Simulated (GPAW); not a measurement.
Sb in GPAW: the effect of functional

Slab: Sb, a slab with vacuum.

```
Sb
1.0
     3.16000    0.00000    0.00000
     0.00000    7.06597    0.00000
     0.00000    0.00000   24.89236
Sb
8
Direct
  0.00000 0.40000 0.30130
  0.00000 0.80000 0.35807
  0.00000 0.20000 0.41484
  0.00000 0.60000 0.47161
  0.00000 0.00000 0.52839
  0.00000 0.40000 0.58516
  0.00000 0.80000 0.64193
  0.00000 0.20000 0.69870
```

The slab is cut from a database's or a generator's crystal, which needn't be the stable form of the element.

The cell isn't the ideal one: the (2 1 0) slab of Sb, cut from the database cell, not relaxed.

Alike in all runs:

- Program: GPAW 26.7.0
- Task: single point
- Cutoff: 450 eV
- Basis: pw
- k mesh: 8 × 4 × 1
- Occupations: fermi-dirac, width 0.05 eV
- Spin: no spin polarisation

| functional | potentials or basis | largest force (eV/Å) | work function (eV) |
| --- | --- | --- | --- |
| LDA | the program's PAW data sets (release 1.2.1) made for this functional | 1.22 | 4.72 |
| PBE | GPAW PAW data sets (gpaw-data 1.2.1) | 0.92 | 4.46 |
| PBEsol | PAW data sets generated in the run's folder for this functional | 1.13 | 4.53 |
| RPBE | the program's PAW data sets (release 1.2.1) made for this functional | 0.82 | 4.36 |
| r2SCAN | GPAW PAW data sets (gpaw-data 1.2.1) | 1.06 | 4.58 |
| vdW-DF-cx | GPAW PAW data sets (gpaw-data 1.2.1) | ? | ? |
| BEEF-vdW | GPAW PAW data sets (gpaw-data 1.2.1) | 0.75 | 4.65 |

What does the run with functional vdW-DF-cx give?

Largest force 0.99 eV/Å; work function 4.58 eV.

Caveats: the PAW data sets were made with another functional, which shifts forces and pressure a little (some runs).
